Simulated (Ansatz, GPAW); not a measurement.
This is a calculation of HfB2 for Ansatz 0.2.0. 

Contents of input.yaml:

```yaml
crystal:
  lattice:
    - [3.14, 0.0, 0.0]
    - [-1.57, 2.7193197679, 0.0]
    - [0.0, 0.0, 3.48]
  atoms:
    - { symbol: Hf, position: [0.0, 0.0, 0.0] }
    - { symbol: B, position: [0.6666666667, 0.3333333333, 0.5] }
    - { symbol: B, position: [0.3333333333, 0.6666666667, 0.5] }
hamiltonian:
  xc: pbe
  pseudopotentials: { kind: paw }
kpoints:
  mp_grid: { grid: [10, 10, 8] }
scf:
  occupations: { method: gaussian, width: 0.022 }
output:
  forces: true
  stress: true
  eigenvalues: true
```

Potentials or basis: Ansatz PAW.

Launch:

```bash
$ ansatz run input.yaml --threads 2 --pin off --max-ram 5632MiB --backend cpu --events-out ev --progress --plain --runs-dir out
```

Task: What does the same run look like in GPAW 26.7.0 (ASE script)? Potentials or basis there: GPAW PAW data sets (gpaw-data 1.2.1), cutoff 800 eV.

Result: As run (cutoffs and basis follow the program's own potentials, and thresholds, step limits or extra output files can differ):

run.py

```python
from ase.dft.bandgap import bandgap
from ase.io import read, write
from ase.units import GPa
from gpaw import GPAW, PW

atoms = read('HfB2.xyz')

calc = GPAW(mode=PW(800),
            xc='PBE',
            kpts={'size': (10, 10, 8), 'gamma': True},
            occupations={'name': 'methfessel-paxton', 'order': 0, 'width': 0.022},
            nbands=20,
            convergence={'density': 1e-05, 'energy': 1e-05},
            maxiter=150,
            txt='gpaw.txt')
atoms.calc = calc
energy = atoms.get_potential_energy()
forces = atoms.get_forces()
stress = atoms.get_stress()
calc.write('gs.gpw')
write('result.traj', atoms)
print(f'Energy: {energy:.6f} eV')
print('Forces (eV/A):')
print(forces.round(4))
print('Stress (GPa):', (stress / GPa).round(3))
print('Fermi level:', round(calc.get_fermi_level(), 4), 'eV')
print(f'Gap: {bandgap(calc)[0]:.4f} eV, direct: {bandgap(calc, direct=True)[0]:.4f} eV')
```

HfB2.xyz

```xyz
3
Lattice="3.1400000000 0.0000000000 0.0000000000 -1.5700000000 2.7193197679 0.0000000000 0.0000000000 0.0000000000 3.4800000000" Properties=species:S:1:pos:R:3 pbc="T T T"
Hf     0.0000000000      0.0000000000      0.0000000000
B      1.5700000002      0.9064399225      1.7400000000
B     -0.0000000002      1.8128798454      1.7400000000
```

Potentials or basis: GPAW PAW data sets (gpaw-data 1.2.1), pw.

Run with:

```sh
$ OMP_NUM_THREADS=1 python run.py
```

Both were run:

|  | Ansatz | GPAW |
| --- | --- | --- |
| Pressure | 1.4 GPa | 2.1 GPa |

Ansatz's pressure holds a Pulay term of +0.19 GPa for its cutoff of 420 eV, which the other run lacks.

The potentials hold 32 and 18 valence electrons a cell.

Where Ansatz's input types no cutoff or centring, it takes its own default and a Γ-centred mesh.

Pressure is positive in compression.
